Boron nitride seems to break the rule of this series. Going from PBEsol to r2SCAN makes BN less stable against its elements, by 0.028 eV/atom, while each of the other nine compounds becomes more stable, InAs by as much as 0.188 eV/atom. The exception turns out to follow largely from the same bookkeeping as the rest, and that bookkeeping shows which quantities need the dearer functional.

Zincblende III–V compounds (F-43m), relaxed with PBEsol (cutoff 420 eV) and r2SCAN (500 eV) in Ansatz 0.2.0: plane-wave PAW, scalar-relativistic, no spin polarisation, Gaussian smearing. The k mesh and smearing width columns refer to the PBEsol runs. Energies are at zero smearing, relative to the elements' standard states in the same functional.

```
formula  distinct smearing widths among the runs behind the row (eV)  distinct k-meshes among the runs behind the row  element on site A  Z A  element on site B  Z B    k mesh  smearing width  volume per atom, PBEsol (Å³)  volume per atom, r2SCAN (Å³)  energy over elements, PBEsol (eV/atom)  energy over elements, r2SCAN (eV/atom)  band gap on mesh, r2SCAN (eV)  volume per atom, r2SCAN over volume per atom, PBEsol, less one (%)
     BN                                                         0.02                                         12x12x12                  B    5                  N    7  12×12×12         0.02 eV                          5.86                          5.88                                  -1.348                                  -1.320                          5.003                                                                 0.3
     BP                                                         0.02                                         10x10x10                  B    5                  P   15  10×10×10         0.02 eV                         11.54                         11.67                                  -0.443                                  -0.484                          1.415                                                                 1.1
    BAs                                                         0.02                                         10x10x10                  B    5                 As   33  10×10×10         0.02 eV                         13.55                         13.68                                  -0.039                                  -0.102                          1.375                                                                 1.0
    AlN                                                         0.02                                         10x10x10                 Al   13                  N    7  10×10×10         0.02 eV                         10.48                         10.43                                  -1.446                                  -1.607                          3.941                                                                -0.5
    GaN                                                         0.02                                         10x10x10                 Ga   31                  N    7  10×10×10         0.02 eV                         11.38                         11.37                                  -0.581                                  -0.647                          2.168                                                                 0.0
   GaAs                                                  0.01 / 0.02                                 10x10x10 / 8x8x8                 Ga   31                 As   33  10×10×10         0.01 eV                         22.64                         22.74                                  -0.318                                  -0.452                            n/a                                                                 0.4
   GaSb                                                   0.1 / 0.02                                8x8x11 / 10x10x10                 Ga   31                 Sb   51    8×8×11          0.1 eV                         28.53                         28.82                                  -0.123                                  -0.236                          0.412                                                                 1.0
    InP                                                         0.02                                            8x8x8                 In   49                  P   15     8×8×8         0.02 eV                         25.39                         25.77                                  -0.211                                  -0.378                          1.028                                                                 1.5
   InAs                                                   0.1 / 0.01                              12x12x12 / 10x10x10                 In   49                 As   33  12×12×12          0.1 eV                         28.19                         28.47                                  -0.200                                  -0.388                            n/a                                                                 1.0
   InSb                                                   0.15 / 0.1                                 16x16x16 / 9x9x9                 In   49                 Sb   51  16×16×16         0.15 eV                         34.64                         35.21                                  -0.080                                  -0.248                          0.000                                                                 1.6
```

An energy over the elements compares two kinds of bonding. In all ten compounds each atom has four directed bonds, but the elements range from metallic indium to covalent boron. r2SCAN also uses the kinetic-energy density of the electrons, which distinguishes covalent from metallic regions, so theory suggests that the two functionals part most where bonding changes most. In one limit, boron is covalent before and after the reaction; in the other, indium gives up a metal for directed bonds. The arsenides agree with this picture: the energy step from PBEsol to r2SCAN is −0.063 eV/atom for BAs, −0.134 for GaAs and −0.188 for InAs. The group-V side fits less well: antimony is more metallic than arsenic, yet GaSb (−0.113) and InSb (−0.168) fall slightly less than the matching arsenides, so the picture is a guide to the cation trend and no more.

If each element brings its own contribution to every compound, the step is a sum of one term for the group-III atom and one for the group-V atom. The step of BN then follows from three other compounds, as GaN plus BAs less GaAs: −0.066 − 0.063 + 0.134 = +0.005 eV/atom. BN itself did not enter this estimate. Compared with gallium and arsenic, boron and nitrogen each push the step upwards, and together they cancel it. The computed value lies about 0.02 eV/atom higher still, so the sum explains why BN lacks the usual fall, but not most of its small rise. Why nitrogen pushes upwards is not settled by these data: its reference is the only gas, and the step also contains the change of cutoff, to which first-row atoms are expected to be the most sensitive.

The rule is sharpest in the limit where all elements cancel, as in GaAs + InSb → GaSb + InAs. This exchange costs 0.15 eV per reaction in both functionals. The exchange of BP and InAs for BAs and InP agrees equally well, whereas the one that turns BN and GaAs into BAs and GaN differs by 0.046 eV. That is no new failure, only the 0.02 eV/atom missed for BN above, counted over two atoms. Unrelated steps would have led to disagreements of about 0.26 eV, as the printed analysis shows. Part of the agreement is built in, however, because the reference energy of each element cancels exactly; what is tested is whether the compounds' own energies shift element by element. AlN, the only aluminium compound, takes part in none of these tests.

For the two exchange reactions without nitrogen, PBEsol therefore gives the r2SCAN answer. Both favour GaAs with InSb over GaSb with InAs, as separate bulk crystals. In thin layers held to one common cell edge, strain is expected to work against this, because GaAs and InSb differ far more in size than GaSb and InAs do. Agreement does not prove either functional right, since both may share an error. Nor does it prove that the bonding picture is the whole cause, because errors of the atomic datasets, which in the PBEsol runs were made for PBE, would cancel in the same way.

Formation from the elements is the opposite limit, and there the choice matters. For InAs the step amounts to 2 × 0.188 = 0.376 eV per formula unit. At 800 K, where kT is about 0.07 eV, this alone changes a calculated equilibrium constant by a factor of roughly 200. r2SCAN is not automatically the better choice: against rough recalled measured values for InAs and InSb, PBEsol binds too weakly and r2SCAN too strongly, each by about 0.1 eV/atom. These two heavy compounds, computed without spin-orbit coupling, do not rank the functionals for the whole series; for AlN, GaSb and InP the measured values are expected to lie nearer r2SCAN.

Cell edges change by at most 0.55%, so the choice between the two hardly matters where half a percent is good enough. A strained layer depends on the difference between two edges, and again it matters whether the changes cancel. InAs and GaSb both expand by about 0.3%, which leaves their mismatch nearly untouched. InP expands by 0.50% but GaAs by only 0.15%, and a mismatch between these two does depend on the functional.

A band gap has no partner in which its error could cancel. In PBEsol all electrons feel one potential set by the density, and the orbital energies miss a jump that the exact potential makes when an electron is added. The potential of r2SCAN acts on the orbitals through their kinetic-energy density and recovers part of that jump. In the seven compounds with a clear PBEsol gap, the gap widens by 0.3 to 0.75 eV. This removes from just under a third (GaN) to about a half (GaAs, InP) of the shortfall against rough recalled measured gaps, before spin-orbit coupling, which is expected to narrow the arsenide gaps somewhat, is counted.

For narrow gaps the improvement can be one of kind: GaSb goes from practically closed to 0.41 eV. The k mesh of its PBEsol run lowers the symmetry, however, so the 0.002 eV left there may be only a small split of the valence top, and the order of its bands stays open. InAs, whose gap is blank in the table, has one of only 0.09 eV in its r2SCAN run. In PBEsol its gap is zero to rounding, which points to a reversed order of bands: the s-like level that should be empty has sunk below the p-like top of the valence band, and symmetry then holds the highest filled and lowest empty levels together. The zero printed for InSb is a metallic flag under broad smearing; counting bands leaves 0.026 eV. Spin-orbit coupling, absent here, raises the top of the valence band. It would probably close both of these gaps again and take roughly a quarter of an eV from that of GaSb. The gaps of InAs, InSb and GaSb thus need a method beyond both functionals, with spin-orbit coupling included.

At the cutoffs used, r2SCAN needs about 1.3 times as many plane waves for the same cell, besides the extra work for the kinetic-energy density. That price is poorly spent on exchange energies like the two without nitrogen tested here. It is better spent on a first view of the gaps, though in the seven compounds with a clear PBEsol gap these still fall about 0.4 to 1.4 eV short of the recalled values. For formation energies it is worth running both functionals, because a large difference warns that neither number is safe, though a small one does not prove them right.

Printed output of the fit:

```
Steps from PBEsol to r2SCAN:
   row  energy step eV/atom  cell edge step %  gap PBEsol eV  gap r2SCAN eV  gap step eV  recalled gap eV  r2SCAN shortfall eV
    BN                0.028            0.1136          4.298          5.003        0.705              6.4                1.397
    BP               -0.041            0.3741           1.12          1.415        0.295                2                0.585
   BAs               -0.063            0.3188          1.079          1.375        0.296              1.8                0.425
   AlN               -0.161           -0.1593          3.193          3.941        0.748              5.3                1.359
   GaN               -0.066           -0.0293          1.702          2.168        0.466              3.3                1.132
  GaAs               -0.134             0.147          0.425          0.963        0.538              1.5                0.537
  GaSb               -0.113            0.3377          0.002          0.412         0.41             0.81                0.398
   InP               -0.167            0.4964          0.569          1.028        0.459              1.4                0.372
  InAs               -0.188              0.33              0          0.087        0.087             0.42                0.333
  InSb               -0.168            0.5455              0          0.026        0.026             0.24                0.214
BN + GaAs to BAs + GaN in PBEsol, eV per reaction: 2.092
BN + GaAs to BAs + GaN in r2SCAN, eV per reaction: 2.046
BN + GaAs to BAs + GaN, r2SCAN less PBEsol, eV: -0.046
BP + InAs to BAs + InP in PBEsol, eV per reaction: 0.786
BP + InAs to BAs + InP in r2SCAN, eV per reaction: 0.784
BP + InAs to BAs + InP, r2SCAN less PBEsol, eV: -0.002
GaAs + InSb to GaSb + InAs in PBEsol, eV per reaction: 0.15
GaAs + InSb to GaSb + InAs in r2SCAN, eV per reaction: 0.152
GaAs + InSb to GaSb + InAs, r2SCAN less PBEsol, eV: 0.002
Disagreement expected if steps were unrelated, eV per reaction: 0.2646
InSb r2SCAN energy predicted from three other steps, eV/atom: -0.247
InP r2SCAN energy predicted from three other steps, eV/atom: -0.377
GaN r2SCAN energy predicted from three other steps, eV/atom: -0.624
InAs less recalled -0.30 eV/atom, PBEsol: 0.1
InAs less recalled -0.30 eV/atom, r2SCAN: -0.088
InSb less recalled -0.16 eV/atom, PBEsol: 0.08
InSb less recalled -0.16 eV/atom, r2SCAN: -0.088
Median share of the PBEsol gap shortfall removed by r2SCAN, rows open in both: 0.355
InAs r2SCAN gap less a third of the recalled spin-orbit splitting 0.39 eV, eV: -0.043
Plane-wave count at 500 eV over that at 420 eV, same cell: 1.299
```
